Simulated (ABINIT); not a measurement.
Input of an ABINIT 10.8.3 (patched build) run:

Contents of run.abi:

```
# Datasets: ground state, then fixed potential
ndtset 2

# Pseudopotentials
pp_dirpath "./"
pseudos "In.LDA_PW-JTH_sp.xml, Se.LDA_PW-JTH.xml"

# Structure
acell 3*1.0
rprim
     3.7794522493     2.1820677735    15.9492884918
    -3.7794522493     2.1820677735    15.9492884918
     0.0000000000    -4.3641355471    15.9492884918
ntypat 2
znucl 49 34
natom 4
typat 1 1 2 2
xcart
     0.0000000000     0.0000000000    22.4993520000
     0.0000000000     0.0000000000     0.0000000000
     0.0000000000     0.0000000000     4.3525080000
     0.0000000000     0.0000000000     9.7102200000 Angstrom

# Plane-wave basis
ecut 408.170794 eV
pawecutdg 30.0
pawovlp 30

# Exchange and correlation
ixc -1007

# Bands and occupations
occopt 3
tsmear 0.05 eV

# SCF cycle
nstep 100

# Output
iomode 3
prtwf 0
prteig 0
prtebands 0
enunit 1
prtden1 1

# Dataset 1
kptopt1 1
ngkpt1 8 8 8
nshiftk1 1
shiftk1 0.0 0.0 0.0
nband1 13
tolvrs1 1.0e-9

# Dataset 2: bands along G-L-B1
iscf2 -2
getden2 1
nband2 19
nbdbuf2 4
tolwfr2 1.0e-11
kptopt2 -2
ndivsm2 6
prteig2 1
prtvol2 -3
kptbounds2
     0.0000000000     0.0000000000     0.0000000000
     0.5000000000     0.0000000000     0.0000000000
     0.5000000000     0.1791451724    -0.1791451724
```

Potentials or basis: JTH PAW LDA v2.0 sp.

Run with:

```console
$ abinit run.abi > log 2>&1
```

(1) Estimate the band gap along the path.

(2) Estimate the pressure.

(3) Predict the band gap on the k mesh.

Answers

(1) 2.12 eV, indirect (least direct gap 2.64 eV).

(2) -0.7 GPa.

(3) 0.24 eV, direct.

Caveat: spin-orbit coupling is left out, which moves the levels of the heavy elements; this set keeps more shells in the core, which shifts pressures and gaps; the atomic spheres overlap.

**The experiment to reproduce.**

“The Interaction of Hydrogen with the van der Waals Crystal γ-InSe”, 2020, pmc:7321205 reports, for a bulk crystal of InSe at 300 K: band gap 1.25 eV.

Measured gap of InSe: 1.25 eV (300 K; “The Interaction of Hydrogen with the van der Waals Crystal γ-InSe”, 2020, pmc:7321205). This calculation gives 0.24 eV (-1.01 eV). So large a miss can be the level of theory's own, or it may mean another phase, state or a wrong row. Spin-orbit coupling on In, Se is left out. The value is that of LDA-VWN on a finite k mesh, which can miss the band edges, without temperature or zero-point motion. Semilocal functionals fall short of measured gaps as a rule.
